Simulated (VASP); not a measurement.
# MgSi (P4/mmm) in VASP: further runs

The runs below take MgSi through single point, with PBEsol.

All numbers are computed with VASP 6.6.1; they aren't measurements. Logs are shortened: lines on timing, memory, paths and dates and some standing lists are left out, and cuts for length are marked.

## 1. Starting point

It takes space group P4/mmm (No. 123, tetragonal). The conventional cell has a = 2.817 Å, b = 2.817 Å, c = 4.373 Å, α = 90.00°, β = 90.00°, γ = 90.00°. Mg (site symmetry 4/mmm) is surrounded by 4 Mg at 2.82 Å and 8 Si at 2.96 Å. Si (site symmetry 4/mmm) has 4 Si at 2.82 Å and 8 Mg at 2.96 Å as nearest neighbours.

The cell comes from a database or a generator and needn't be the stable form of this composition.

## 2. Single point, PBEsol

Contents of INCAR:

```
SYSTEM = MgSi
ALGO = Fast
EDIFF = 1E-6
ENCUT = 520
GGA = PS
ISIF = 2
ISMEAR = 0
LASPH = .TRUE.
LCHARG = .FALSE.
LREAL = .FALSE.
LWAVE = .FALSE.
NBANDS = 10
NELM = 100
PREC = Accurate
SIGMA = 0.15
```

Contents of KPOINTS:

```
k-points
0
G
  18 18 14
  0 0 0
```

Contents of POSCAR:

```
MgSi
1.0
    2.8174465016      0.0000000000      0.0000000000
    0.0000000000      2.8174465016      0.0000000000
    0.0000000000      0.0000000000      4.3726209896
Mg Si
1 1
Direct
    0.0000000000      0.0000000000      0.0000000000
    0.5000000000      0.5000000000      0.5000000000
```

Potentials or basis: VASP PAW PBE potentials, release 64 (Mg, Si).

Started as:

```console
$ cat potpaw_PBE.64/Mg/POTCAR potpaw_PBE.64/Si/POTCAR > POTCAR
$ mpirun -np 1 vasp_std > vasp.out
```

OUTCAR:

```text
SYSTEM = MgSi
   EDIFF = 1E-6
   ENCUT = 520
   GGA = PS
   ISIF = 2
   ISMEAR = 0
   LASPH = .TRUE.
   LREAL = .FALSE.
   NELM = 100
   PREC = Accurate

 ion  position               nearest neighbor table
   1  0.000  0.000  0.000-   2 2.96   2 2.96   2 2.96   2 2.96   2 2.96   2 2.96   2 2.96   2 2.96

   2  0.500  0.500  0.500-   1 2.96   1 2.96   1 2.96   1 2.96   1 2.96   1 2.96   1 2.96   1 2.96

  LATTYP: Found a simple tetragonal cell.
 ALAT       =     2.8174465016
 C/A-ratio  =     1.5519801306

  Lattice vectors:

 A1 = (   2.8174465016,   0.0000000000,   0.0000000000)
 A2 = (   0.0000000000,   2.8174465016,   0.0000000000)
 A3 = (   0.0000000000,   0.0000000000,   4.3726209896)

Analysis of symmetry for initial positions (statically):
=====================================================================
 Subroutine PRICEL returns:
 Original cell was already a primitive cell.

 Routine SETGRP: Setting up the symmetry group for a
 simple tetragonal supercell.

 Subroutine GETGRP returns: Found 16 space group operations
 (whereof 16 operations were pure point group operations)
 out of a pool of 16 trial point group operations.

The static configuration has the point symmetry D_4h.

Analysis of symmetry for dynamics (positions and initial velocities):
=====================================================================
 Subroutine PRICEL returns:
 Original cell was already a primitive cell.

 Routine SETGRP: Setting up the symmetry group for a
 simple tetragonal supercell.

 Subroutine GETGRP returns: Found 16 space group operations
 (whereof 16 operations were pure point group operations)
 out of a pool of 16 trial point group operations.

The dynamic configuration has the point symmetry D_4h.

 Subroutine INISYM returns: Found 16 space group operations
 (whereof 16 operations are pure point group operations),
 and found     1 'primitive' translations

----------------------------------------------------------------------------------------

                                     Primitive cell

  volume of cell :      34.7099

  direct lattice vectors                    reciprocal lattice vectors
     2.817446502  0.000000000  0.000000000     0.354931318  0.000000000  0.000000000
     0.000000000  2.817446502  0.000000000     0.000000000  0.354931318  0.000000000
     0.000000000  0.000000000  4.372620990     0.000000000  0.000000000  0.228695787

  length of vectors
     2.817446502  2.817446502  4.372620990     0.354931318  0.354931318  0.228695787

[... 89 lines left out ...]
   TEBEG  =    0.0;   TEEND  =   0.0 temperature during run
   PSTRESS=    0.0 pullay stress
   NELECT =       6.0000    total number of electrons
   NUPDOWN=      -1.0000    fix difference up-down
   EMIN   =  10.00;   EMAX   =-10.00  energy-range for DOS
   EFERMI =   0.00;   METHOD = LEGACY
   ISMEAR =     0;   SIGMA  =   0.15  broadening in eV -4-tet -1-fermi 0-gaus
   EFERMI_NEDOS =   21; number of points for ismear=-14 and -15
   IALGO  =     68    algorithm
   IMIX   =      4    mixing-type and parameters
     AMIX     =   0.40;   BMIX     =  1.00
     AMIX_MAG =   1.60;   BMIX_MAG =  1.00
  volume/ion in A,a.u.               =      17.35       117.12
  Fermi-wavevector in a.u.,A,eV,Ry     =   0.911957  1.723348 11.315488  0.831665
  Thomas-Fermi vector in A             =   2.036296
   LORBIT       =      0    0 simple, 1 ext, 2 COOP (PROOUT), +10 PAW based schemes
   GGA     = PS    functional components
   LHFCALC =     F    Hartree Fock is set to
   AEXX    =    0.0000 exact exchange contribution
   IVDW    =     0    specifies the selected vdW correction
   LEPSILON=     F    determine dielectric tensor
   LRPA    =     F    only Hartree local field effects (RPA)
 non-spin polarized calculation
 RMM-DIIS sequential band-by-band and
 Gauss-broadening in eV      SIGMA  =   0.15
  energy-cutoff  :      520.00
  volume of cell :       34.71
 maximum number of plane-waves:       964
 NGX is ok and might be reduce to    24

 number of electron       6.0000000 magnetization

 Free energy of the ion-electron system (eV)
  ---------------------------------------------------
  ext. energy  EPLUGINS =         0.00000000
  ---------------------------------------------------
  free energy    TOTEN  =        -7.27746082 eV

  energy without entropy =       -7.26735223  energy(sigma->0) =       -7.27240653

 E-fermi :   6.0983     XC(G=0):  -9.9698

 val. band max:        6.0975102717   @ k =   0.2222   0.1667   0.1429
 cond. band min:       6.0989706757   @ k =   0.2778   0.2778   0.0000
 fundamental gap:      0.0014604041
 Fermi energy:         6.0982736702

 k-point     1 :       0.0000    0.0000    0.0000
  band No.  band energies     occupation
      1      -5.2383      2.00000
      2       2.5199      2.00000
      3       3.9802      2.00000
      4      11.3965      0.00000
      5      11.3965      0.00000
      6      12.1797      0.00000
      7      15.5365      0.00000
      8      18.4757      0.00000
      9      18.9999      0.00000
     10      19.0014      0.00000
[... 287 lines left out ...]
 k-point    24 :       0.3333    0.1111    0.0000
  band No.  band energies     occupation
      1      -3.0580      2.00000
      2       3.1627      2.00000
      3       4.4700      2.00000
      4       6.1927      0.37326
      5      10.5844      0.00000
      6      10.8787      0.00000
      7      12.0481      0.00000
      8      16.7715      0.00000
      9      18.1102      0.00000
     10      18.2573      0.00000

 [... further k-points ...]

------------------------ aborting loop because EDIFF is reached ----------------------------------------

  FORCE on cell =-STRESS in cart. coord.  units (eV):
  Direction    XX          YY          ZZ          XY          YZ          ZX
  --------------------------------------------------------------------------------------
  -------------------------------------------------------------------------------------
  Total        0.0972771      0.0972771     -1.4663276      0.0000000      0.0000000      0.0000000
  in kB        4.4902217      4.4902217    -67.6843693      0.0000000      0.0000000      0.0000000
  external PRESSURE =     -19.5679753 kB  Pullay stress =       0.0000000 kB

 VOLUME and BASIS-vectors are now :
 -----------------------------------------------------------------------------
  energy-cutoff  :      520.00
  volume of cell :       34.71
      direct lattice vectors                 reciprocal lattice vectors
     2.817446502  0.000000000  0.000000000     0.354931318  0.000000000  0.000000000
     0.000000000  2.817446502  0.000000000     0.000000000  0.354931318  0.000000000
     0.000000000  0.000000000  4.372620990     0.000000000  0.000000000  0.228695787

 POSITION                                       TOTAL-FORCE (eV/Angst)
 -----------------------------------------------------------------------------------
      0.00000      0.00000      0.00000         0.000000      0.000000      0.000000
      1.40872      1.40872      2.18631         0.000000      0.000000      0.000000
 -----------------------------------------------------------------------------------
    total drift:                               -0.000000     -0.000000     -0.000000

  FREE ENERGIE OF THE ION-ELECTRON SYSTEM (eV)
  ---------------------------------------------------
  free  energy   TOTEN  =        -7.2774608187 eV

  energy  without entropy=       -7.2673522323  energy(sigma->0) =       -7.27240653
```

OSZICAR:

```text
N       E                     dE             d eps       ncg     rms          rms(c)
DAV:   1     0.255818350258E+01    0.25582E+01   -0.25101E+03  9088   0.466E+02
DAV:   2    -0.712966541966E+01   -0.96878E+01   -0.92715E+01 11532   0.593E+01
DAV:   3    -0.740067232526E+01   -0.27101E+00   -0.26786E+00 11048   0.834E+00
DAV:   4    -0.740198442457E+01   -0.13121E-02   -0.13117E-02 11130   0.666E-01
DAV:   5    -0.740199172730E+01   -0.73027E-05   -0.73020E-05 10736   0.462E-02    0.249E+00
RMM:   6    -0.730572632488E+01    0.96265E-01   -0.27401E-02  8897   0.560E-01    0.145E+00
RMM:   7    -0.728087747578E+01    0.24849E-01   -0.12007E-02  9254   0.457E-01    0.433E-01
RMM:   8    -0.727748466262E+01    0.33928E-02   -0.26211E-03  9811   0.277E-01    0.100E-01
RMM:   9    -0.727746182035E+01    0.22842E-04   -0.27211E-04 10258   0.105E-01    0.303E-02
RMM:  10    -0.727746091125E+01    0.90910E-06   -0.35117E-05 10292   0.391E-02    0.398E-03
RMM:  11    -0.727746081868E+01    0.92570E-07   -0.74314E-06 10410   0.187E-02
   1 F= -.72774608E+01 E0= -.72724065E+01  d E =-.101086E-01
```

stdout:

```text
POSCAR found type information on POSCAR MgSi
 POSCAR found :  2 types and       2 ions
 scaLAPACK will be used
 -----------------------------------------------------------------------------
|                                                                             |
|                                                                             |
|     You enforced a specific xc type in the INCAR file but a different       |
|     I HOPE YOU KNOW WHAT YOU ARE DOING!                                     |
|                                                                             |
 -----------------------------------------------------------------------------

 LDA part: xc-table for (Slater+PW92), standard interpolation
 POSCAR, INCAR and KPOINTS ok, starting setup
 FFT: planning ... GRIDC
 FFT: planning ... GRID_SOFT
 FFT: planning ... GRID
 WAVECAR not read
 entering main loop
```

It took 36 s on 1 thread of Intel Xeon 6975P-C (Granite Rapids), shared host; peak memory 0.28 GiB.

Results:

- Free energy: -7.2775 eV
- Pressure: -2.0 GPa
- Band gap on the k mesh: none (metal or under the smearing width)

Stress tensor (GPa, compression positive):
```
 0.45  0.00  0.00
 0.00  0.45  0.00
 0.00  0.00 -6.77
```

Caveat: the PAW data sets were made with another functional, which shifts forces and pressure a little.

## 3. Single point, PBEsol

This run uses another cell than the first one, of the same volume but with other edges.

Contents of INCAR:

```
  ALGO = Fast
  EDIFF = 1E-6
  ENCUT = 520
  GGA = PS
  ISIF = 2
  ISMEAR = 0
  LASPH = True
  LCHARG = False
  LREAL = False
  LWAVE = False
  NBANDS = 10
  NELM = 100
  PREC = Accurate
  SIGMA = 0.15
```

Contents of KPOINTS:

```
k-points
0
Gamma
  18 18 14
```

Contents of POSCAR:

```
MgSi
1.0
    3.0702961271      0.0000000000      0.0000000000
    0.0000000000      3.0702961271      0.0000000000
    0.0000000000      0.0000000000      3.6820752698
Mg Si
1 1
Direct
    0.0000000000      0.0000000000      0.0000000000
    0.5000000000      0.5000000000      0.5000000000
```

Potentials or basis: VASP PAW PBE potentials, release 64 (Mg, Si).

Started as:

```console
$ cat potpaw_PBE.64/Mg/POTCAR potpaw_PBE.64/Si/POTCAR > POTCAR
$ mpirun -np 1 vasp_std > vasp.out
```

It took 35 s on 1 thread of Intel Xeon 6975P-C (Granite Rapids), shared host; peak memory 0.27 GiB.

The run converged. Its results:

- Free energy: -7.3117 eV
- Pressure: 0.3 GPa
- Band gap on the k mesh: none (metal or under the smearing width)

Stress tensor (GPa, compression positive):
```
-1.56  0.00  0.00
 0.00 -1.56  0.00
 0.00  0.00  4.01
```

Levels at points of the mesh, in eV from the Fermi level:
```tsv
k point	band 1	band 2	band 3	band 4	band 5	band 6	band 7	band 8
(0.00, 0.00, 0.00)	-11.04	-1.05	1.25	2.96	2.96	4.49	6.63	12.43
(0.50, 0.00, 0.00)	-8.18	-5.96	1.08	4.31	4.48	4.81	5.94	8.46
(0.50, 0.50, 0.00)	-5.31	-3.47	-3.47	-0.22	3.35	6.63	6.63	7.79
(0.00, 0.00, 0.50)	-9.50	-6.62	3.83	3.83	6.45	8.03	8.13	8.13
(0.50, 0.00, 0.50)	-6.80	-4.49	-3.84	-1.34	5.79	9.76	10.01	10.10
(0.50, 0.50, 0.50)	-3.80	-2.23	-2.23	-1.22	1.03	1.03	1.12	5.05
```

Caveat: the PAW data sets were made with another functional, which shifts forces and pressure a little.

## 4. Single point, PBEsol

This run uses another cell than the first one, of the same volume but with other edges.

Contents of INCAR:

```
SYSTEM = MgSi
PREC = Accurate ; ENCUT = 520
EDIFF = 1E-6 ; ISMEAR = 0
SIGMA = 0.15 ; LREAL = .FALSE.
LASPH = .TRUE. ; NELM = 100
ALGO = Fast ; ISIF = 2
LWAVE = .FALSE. ; LCHARG = .FALSE.
GGA = PS ; NBANDS = 10
```

Contents of KPOINTS:

```
regular mesh
0
G
  18 18 14
  0 0 0
```

Contents of POSCAR:

```
MgSi
1.0
    2.7369035402      0.0000000000      0.0000000000
    0.0000000000      2.7369035402      0.0000000000
    0.0000000000      0.0000000000      4.6337671787
Mg Si
1 1
Direct
    0.0000000000      0.0000000000      0.0000000000
    0.5000000000      0.5000000000      0.5000000000
```

Started as:

```console
$ cat potpaw_PBE.64/Mg/POTCAR potpaw_PBE.64/Si/POTCAR > POTCAR
$ mpirun -np 1 vasp_std > vasp.out
```

Run time: 38 s. Hardware: 1 thread of Intel Xeon 6975P-C (Granite Rapids), shared host; peak memory 0.27 GiB.

Results (log left out):

```yaml
Free_energy: -7.1672 eV
Pressure: -1.4 GPa
Band_gap_on_the_k_mesh: none (metal or under the smearing width)
```

Stress tensor (GPa, compression positive):
```
 1.88  0.00  0.00
 0.00  1.88  0.00
 0.00  0.00 -8.09
```

Levels at points of the mesh, in eV from the Fermi level:
| k point | band 1 | band 2 | band 3 | band 4 | band 5 | band 6 | band 7 | band 8 |
| --- | --- | --- | --- | --- | --- | --- | --- | --- |
| (0.00, 0.00, 0.00) | -11.47 | -4.17 | -3.09 | 6.16 | 6.16 | 6.66 | 10.43 | 12.04 |
| (0.50, 0.00, 0.00) | -7.48 | -5.73 | -0.74 | 0.94 | 1.88 | 2.55 | 8.80 | 11.97 |
| (0.50, 0.50, 0.00) | -3.12 | -2.52 | -2.52 | 1.13 | 2.82 | 5.13 | 5.13 | 5.20 |
| (0.00, 0.00, 0.50) | -10.88 | -7.45 | 3.80 | 4.85 | 6.38 | 6.38 | 7.41 | 9.73 |
| (0.50, 0.00, 0.50) | -6.99 | -5.19 | -3.52 | -1.49 | 6.97 | 8.40 | 9.09 | 9.80 |
| (0.50, 0.50, 0.50) | -2.48 | -2.14 | -2.14 | 0.30 | 1.66 | 1.81 | 1.81 | 5.70 |

Caveat: the PAW data sets were made with another functional, which shifts forces and pressure a little.

## 5. Single point, PBEsol

This run uses another cell than the first one, of the same volume but with other edges.

Contents of INCAR:

```
PREC = Accurate ; ENCUT = 520
EDIFF = 1E-6 ; ISMEAR = 0
SIGMA = 0.15 ; LREAL = False
LASPH = True ; NELM = 100
ALGO = Fast ; ISIF = 2
LWAVE = False ; LCHARG = False
GGA = PS ; NBANDS = 10
```

Contents of KPOINTS:

```
Automatic mesh
0
Gamma
  18 18 14
```

Contents of POSCAR:

```
MgSi
1.0
    2.9903633700      0.0000000000      0.0000000000
    0.0000000000      2.9903633700      0.0000000000
    0.0000000000      0.0000000000      3.8815507008
Mg Si
1 1
Direct
    0.0000000000      0.0000000000      0.0000000000
    0.5000000000      0.5000000000      0.5000000000
```

Started as:

```console
$ cat potpaw_PBE.64/Mg/POTCAR potpaw_PBE.64/Si/POTCAR > POTCAR
$ mpirun -np 1 vasp_std > vasp.out
```

It took 36 s on 1 thread of Intel Xeon 6975P-C (Granite Rapids), shared host; peak memory 0.28 GiB.

The run converged. Its results:

| Property | Result |
| --- | --- |
| Free energy | -7.3608 eV |
| Pressure | -0.6 GPa |
| Band gap on the k mesh | none (metal or under the smearing width) |

Stress tensor (GPa, compression positive):
```
-1.47  0.00  0.00
 0.00 -1.47  0.00
 0.00  0.00  1.04
```

Levels at points of the mesh, in eV from the Fermi level:
| k point | band 1 | band 2 | band 3 | band 4 | band 5 | band 6 |
| --- | --- | --- | --- | --- | --- | --- |
| (0.00, 0.00, 0.00) | -11.14 | -1.98 | 0.13 | 3.62 | 3.62 | 4.92 |
| (0.50, 0.00, 0.00) | -8.04 | -5.92 | 0.43 | 3.39 | 3.62 | 5.01 |
| (0.50, 0.50, 0.00) | -4.87 | -3.29 | -3.29 | 0.07 | 2.99 | 6.02 |
| (0.00, 0.00, 0.50) | -9.88 | -6.86 | 4.28 | 4.28 | 6.58 | 8.39 |
| (0.50, 0.00, 0.50) | -6.93 | -4.71 | -3.83 | -1.48 | 6.38 | 10.35 |
| (0.50, 0.50, 0.50) | -3.63 | -2.29 | -2.29 | -0.94 | 1.08 | 1.08 |

Caveat: the PAW data sets were made with another functional, which shifts forces and pressure a little.
